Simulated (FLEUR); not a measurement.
Crystal: CaF2 (Fluorite).

```xyz
3
Lattice="0.0000 2.7310 2.7310 2.7310 0.0000 2.7310 2.7310 2.7310 0.0000" Properties=species:S:1:pos:R:3 pbc="T T T"
Ca    0.0000    0.0000    0.0000
F     4.0965    4.0965    4.0965
F     1.3655    1.3655    1.3655
```

Base run:

```yaml
Program: FLEUR MaX-R8.1 (later development tree)
Functional: PBEsol
Potentials_or_basis: all-electron
Basis: FLAPW
Kmax: 4.17 1/bohr
k_mesh: 8 × 8 × 8
Occupations: fermi-dirac, width 0.05 eV
Spin: no spin polarisation
```

Its results: band gap on the k mesh 7.10 eV, indirect (least direct gap 7.36 eV).

**Question.** The run is repeated on the same cell with these changes: functional from PBEsol to r2SCAN. What comes out?

**Answer.** Band gap on the k mesh 7.93 eV, indirect (least direct gap 8.19 eV).

r2SCAN gives the wider gap, since meta-GGAs in the generalised Kohn-Sham scheme recover part of the derivative discontinuity.

Caveats: the meta-GGA is that of a development version, with a GGA for the radial functions and cores and without core tails (some runs).
